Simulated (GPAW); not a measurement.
Crystal: Sn.

```
CELL_PARAMETERS angstrom
-2.94014 2.94014 1.59930
2.94014 -2.94014 1.59930
2.94014 2.94014 -1.59930
ATOMIC_POSITIONS crystal
Sn 0.00000 0.00000 0.00000
Sn 0.75000 0.25000 0.50000
```

Program: GPAW 26.7.0. Alike in all runs: task band structure; cell as given; cutoff (eV) 600; smearing fermi-dirac 0.05 eV.

Question: Order these runs on this cell by their pressure, lowest first.
A. level PBEsol; potentials or basis PAW data sets generated in the run's folder for this functional, pw; spin SOC, no magnetisation; k mesh 7 × 7 × 7; band points 100; spin axis theta (degrees) 90; spin axis phi (degrees) 0; soc after scf second variation
B. level RPBE; potentials or basis the program's PAW data sets (release 1.2.1) made for this functional, pw; spin off; k mesh 9 × 9 × 9; band points 80
C. level BLYP; potentials or basis PAW data sets generated in the run's folder for this functional, pw; spin off; k mesh 9 × 9 × 9; band points 60; eigensolver davidson

Answer: A (-1.9 GPa), B (2.6 GPa), C (5.4 GPa).

Caveats: spin-orbit coupling was added after a scalar SCF, so levels and gaps hold it while energy, forces, pressure and moments don't (some runs).

Runs at the PBE level aren't shown here.
